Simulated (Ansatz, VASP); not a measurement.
Given: the input of a run of Ansatz 0.2.0 on MgB2. Measurements of this composition are mostly on another form, of space group No. 191.

File input.yaml:

```yaml
crystal:
  lattice:
    - [0.0, 2.99364, 2.99364]
    - [2.99364, 0.0, 2.99364]
    - [2.99364, 2.99364, 0.0]
  atoms:
    - { symbol: Mg, position: [0.0, 0.0, 0.0] }
    - { symbol: Mg, position: [0.25, 0.25, 0.25] }
    - { symbol: B, position: [0.625, 0.125, 0.625] }
    - { symbol: B, position: [0.625, 0.625, 0.125] }
    - { symbol: B, position: [0.125, 0.625, 0.625] }
    - { symbol: B, position: [0.625, 0.625, 0.625] }
hamiltonian:
  xc: pbe
  pseudopotentials: { kind: paw }
kpoints:
  mp_grid: { grid: [8, 8, 8] }
scf:
  occupations: { method: fermi_dirac, width: 0.05 }
output:
  forces: true
  stress: true
  eigenvalues: true
  write_density: true
  write_potential: true
  elf: true
  volumetric_format: npy
```

Potentials or basis: Ansatz PAW.

Command:

```sh
$ ansatz run input.yaml --threads 2 --pin off --max-ram 5120MiB --backend cpu --events-out ev --progress --plain --runs-dir out
```

Task: What does the same run look like in VASP 6.6.1? Potentials or basis there: PBE PAW files B, Mg, 520 eV.

Result: As run (cutoffs and basis follow the program's own potentials, and thresholds, step limits or extra output files can differ):

The input INCAR:

```
ALGO = Normal
EDIFF = 1E-7
ENCUT = 520
GGA = PE
ISIF = 2
ISMEAR = -1
LASPH = T
LCHARG = F
LREAL = F
LWAVE = F
NBANDS = 17
NELM = 80
PREC = Accurate
SIGMA = 0.05
```

KPOINTS

```
k-points
0
Gamma
  8 8 8
```

Contents of POSCAR:

```
MgB2
1.0
    0.0000000000      2.9936400000      2.9936400000
    2.9936400000      0.0000000000      2.9936400000
    2.9936400000      2.9936400000      0.0000000000
Mg B
2 4
Direct
    0.0000000000      0.0000000000      0.0000000000
    0.2500000000      0.2500000000      0.2500000000
    0.6250000000      0.1250000000      0.6250000000
    0.6250000000      0.6250000000      0.1250000000
    0.1250000000      0.6250000000      0.6250000000
    0.6250000000      0.6250000000      0.6250000000
```

Potentials or basis: VASP PAW PBE potentials, release 64 (Mg, B).

The run is started by

```console
$ cat potpaw_PBE.64/Mg/POTCAR potpaw_PBE.64/B/POTCAR > POTCAR
$ mpirun -np 1 vasp_std > vasp.out
```

Both were run:

|  | Ansatz | VASP |
| --- | --- | --- |
| Pressure | 0.2 GPa | 0.1 GPa |

Ansatz's pressure holds a Pulay term of +0.17 GPa for its cutoff of 420 eV, which the other run lacks.

The potentials hold 32 and 16 valence electrons a cell.

Where Ansatz's input types no cutoff or centring, it takes its own default and a Γ-centred mesh.

Pressure is positive in compression.
